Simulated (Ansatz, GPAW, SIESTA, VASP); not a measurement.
# One calculation of CdS, 4 ways

```
Cd S
1.0
     0.00000    2.91650    2.91650
     2.91650    0.00000    2.91650
     2.91650    2.91650    0.00000
Cd S
1 1
Direct
  0.00000 0.00000 0.00000
  0.75000 0.75000 0.75000
```

Alike in all runs: task equation of state; functional PBEsol; k mesh 8 × 8 × 8; occupations fermi-dirac, width 0.05 eV; no spin polarisation; no spin-orbit coupling.

```tsv
program and potentials	plane-wave cutoff (eV)	notes	equilibrium volume (Å³/atom)	bulk modulus (GPa)
VASP, PBE PAW files Cd, S, 520 eV	520	potentials made for PBE	?	?
SIESTA, files PseudoDojo sr-pbesol-0.4.1-standard, DZP (energy shift 0.003 Ry; two zetas on semicore shells)	-	atomic basis	24.82	64.2
Ansatz, all-electron LAPW, scalar-relativistic	-	-	24.71	61.4
GPAW, PAW data sets generated for this functional	600	-	24.63	62.1
```

Estimate from the other rows what the run with VASP, PBE PAW files Cd, S, 520 eV gave.

Equilibrium volume 24.87 Å³/atom; bulk modulus 61.2 GPa. The other rows, which needn't bracket it: equilibrium volume 24.63 to 24.82; bulk modulus 61.4 to 64.2.
